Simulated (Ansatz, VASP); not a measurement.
**Two plane-wave programs on Ce**

INCAR

```
SYSTEM = Ce
PREC = Accurate
ENCUT = 520
EDIFF = 1E-7
ISMEAR = -1
SIGMA = 0.1
LREAL = .False.
LASPH = .True.
NELM = 60
ALGO = Fast
ISIF = 2
LWAVE = .False.
LCHARG = .False.
NBANDS = 12
```

File KPOINTS:

```
Automatic mesh
0
Gamma
  16 16 16
  0 0 0
```

Contents of POSCAR:

```
Ce
1.0
    0.0000000000      2.1704459433      2.1704459433
    2.1704459433      0.0000000000      2.1704459433
    2.1704459433      2.1704459433      0.0000000000
Ce
1
Direct
    0.0000000000      0.0000000000      0.0000000000
```

Input for Ansatz:

```yaml
crystal:
  lattice:
    - [0.0, 2.1704459433, 2.1704459433]
    - [2.1704459433, 0.0, 2.1704459433]
    - [2.1704459433, 2.1704459433, 0.0]
  atoms:
    - { symbol: Ce, position: [0.0, 0.0, 0.0] }
hamiltonian:
  xc: lda
  pseudopotentials:
    kind: paw
    azcp:
      Ce: "pseudopotentials/Ce.paw.azcp"
basis:
  ecutwfc: 420
  fft_grid_basis: typed
kpoints:
  mp_grid: { grid: [16, 16, 16], shift: [0, 0, 0] }
magnetization:
  spin_polarized: false
scf:
  occupations: { method: fermi_dirac, width: 0.1 }
output:
  stress: true
```

Alike in both runs: task single point; functional LDA; k mesh 16 × 16 × 16; occupations fermi-dirac, width 0.1 eV; no spin polarisation.

```csv
,VASP,Ansatz
version,VASP 6.6.1,Ansatz 0.2.0
potentials or method,"VASP PAW LDA potentials, release 64 (Ce)","plane waves (420 eV) with PAW, scalar-relativistic"
plane-wave cutoff (eV),520,420
valence electrons in the cell,12,12
```

```csv
,VASP,Ansatz,Ansatz less VASP
pressure (GPa),8.7,9.4,+0.69
```

Ansatz warned: «pseudo_functional_mismatch».

Spin-orbit coupling is left out, which matters for the levels of Ce. Spin polarisation is off, so any magnetic state and its effect on volume and gap are missing.
